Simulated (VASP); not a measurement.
Here is a VASP 6.6.1 calculation.

INCAR

```
SYSTEM = GaAs
PREC = Accurate ; ENCUT = 600
EDIFF = 1E-6 ; ISMEAR = 0
SIGMA = 0.03 ; LREAL = .FALSE.
LASPH = .TRUE. ; NELM = 80
ALGO = Normal ; ISIF = 3
LWAVE = .FALSE. ; LCHARG = .FALSE.
METAGGA = R2SCAN ; LMIXTAU = .TRUE.
IBRION = 2 ; NSW = 90
EDIFFG = -0.01
```

File KPOINTS:

```
regular mesh
0
G
  10 10 10
  0 0 0
```

The input POSCAR:

```
GaAs
1.0
    0.0000000000      2.8268500000      2.8268500000
    2.8268500000      0.0000000000      2.8268500000
    2.8268500000      2.8268500000      0.0000000000
Ga As
1 1
Direct
    0.0000000000      0.0000000000      0.0000000000
    0.2500000000      0.2500000000      0.2500000000
```

Potentials or basis: VASP PAW PBE potentials, release 64 (Ga_d, As).

Run with:

```sh
$ cat potpaw_PBE.64/Ga_d/POTCAR potpaw_PBE.64/As/POTCAR > POTCAR
$ mpirun -np 1 vasp_std > vasp.out
```

Task: What does it give for the relaxed cell?

Result: a = 4.009 Å, b = 4.009 Å, c = 4.009 Å, α = 60.00°, β = 60.00°, γ = 60.00°.

Task: Predict the space group after relaxing (to 0.05 Å).

Result: F-43m (No. 216).

The path:
```
step  energy change (eV)  largest force (eV/Å)  pressure (GPa)  volume (Å³)
   1              0.0000                0.0000            0.59        45.18
   2             -0.0004                0.0000           -0.30        45.72
   3             -0.0006                0.0000            0.14        45.52
   4             -0.0006                0.0000           -0.09        45.58
   5             -0.0006                0.0000           -0.05        45.56
```

Caveat: the PAW data sets were made with another functional, which shifts forces and pressure a little. Zero-point motion and thermal expansion aren't in these numbers.
